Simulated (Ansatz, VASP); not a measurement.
## Two plane-wave programs on HfO2

The input INCAR:

```
PREC = Accurate
ENCUT = 520
EDIFF = 1E-6
ISMEAR = 0
SIGMA = 0.05
LREAL = F
LASPH = T
NELM = 60
ALGO = Normal
ISIF = 2
LWAVE = F
LCHARG = T
GGA = PS
LELF = T
LVHAR = T
NBANDS = 18
```

File KPOINTS:

```
Automatic mesh
0
Gamma
  8 8 8
```

Contents of POSCAR:

```
HfO2
1.0
    0.2106730031      2.6756457380      2.6756457380
    2.6756457380      0.2106730031      2.6756457380
    2.6756457380      2.6756457380      0.2106730031
Hf O
1 2
Direct
    0.0000000000      0.0000000000      0.0000000000
    0.2500000000      0.2500000000      0.2500000000
    0.7500000000      0.7500000000      0.7500000000
```

Input for Ansatz:

```yaml
crystal:
  lattice:
    - [0.2106730031, 2.675645738, 2.675645738]
    - [2.675645738, 0.2106730031, 2.675645738]
    - [2.675645738, 2.675645738, 0.2106730031]
  atoms:
    - { symbol: Hf, position: [0.0, 0.0, 0.0] }
    - { symbol: O, position: [0.25, 0.25, 0.25] }
    - { symbol: O, position: [0.75, 0.75, 0.75] }
basis:
  ecutwfc: 520.0
kpoints:
  mp_grid: { grid: [8, 8, 8] }
hamiltonian:
  xc: pbesol
  pseudopotentials: { kind: paw, azcp: { folder: soft_1 } }
scf:
  occupations: { method: gaussian, width: 0.05 }
output:
  forces: true
  stress: true
  eigenvalues: true
```

Alike in both runs: task single point; functional PBEsol; k mesh 8 × 8 × 8; occupations gaussian, width 0.05 eV; no spin polarisation.

|  | VASP | Ansatz |
| --- | --- | --- |
| version | VASP 6.6.1 | Ansatz 0.2.0 |
| potentials or method | VASP PAW PBE potentials, release 64 (Hf_pv, O) | scalar-relativistic, plane waves, PAW |
| plane-wave cutoff (eV) | 520 | 520 |
| valence electrons in the cell | 22 | 38 |

Ansatz gave:

* gap on the k mesh at the Fermi level (eV): 3.69
* least direct gap on the mesh (eV): 3.69
* pressure (GPa): -8.8
* largest component of the traceless stress (GPa): 3.72
* rms of the force components (eV/Å): 0.161

Question: What did VASP give for the same quantities?

Answer: gap on the k mesh at the Fermi level (eV): 3.70; least direct gap on the mesh (eV): 3.70; pressure (GPa): -12.1; largest component of the traceless stress (GPa): 3.45; rms of the force components (eV/Å): 0.126.

Atom by atom the forces differ by 0.035 eV/Å (rms over components). The two sets of potentials don't hold the same shells in valence. Ansatz warned: «pseudo_functional_mismatch».

Caveats: the PAW data sets were made with another functional, which shifts forces and pressure a little (VASP); spin-orbit coupling is left out, which moves the levels of the heavy elements. A k mesh can miss the band edges.
